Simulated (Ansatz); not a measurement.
# CuO (Pm-3m)

Level of theory: DFT PBE, scalar-relativistic, plane waves, PAW (Ansatz).

Plane waves to 420 eV, a k mesh through Γ of 20×20×20 on the computed 2-atom cell and Gaussian smearing (0.10 eV); collinear spin from starting moments 0.5 0.6 μB.

The structure is relaxed at this level of theory with its symmetry kept, and needn't be the ground state of this composition.

Space group Pm-3m (No. 221), cubic, a = 2.646 Å. Around Cu lie 8 O at 2.29 Å and 6 Cu at 2.65 Å; around O lie 8 Cu at 2.29 Å and 6 O at 2.65 Å.

| Property | Result |
| --- | --- |
| Volume per atom | 9.26 Å³ |
| Formation energy from the elements' standard states (uncorrected) | +0.049 eV/atom |
| Kohn–Sham band gap | none (metal) |
| Density of states at the Fermi level | 0.7 states/eV per cell |
| Orbital (Löwdin) character within 0.5 eV of the Fermi level | O 2p 51 %, Cu 3d 47 % |
| Bader charge by site (e) | Cu (1 in the cell) 0.93, O (1 in the cell) -0.93 |
| Total moment | 1.00 μB per cell |
| Moment by site (μB) | Cu1 0.48, O2 0.55 |

Only this magnetic start was tried.

Another cell of CuO relaxed alike, in Fm-3m, lies 0.44 eV/atom lower, so this cell isn't the stable form at this level.

The cell was found from a structure generator's guess, not taken from experiment. Löwdin shares on free-atom orbitals overweight diffuse shells.
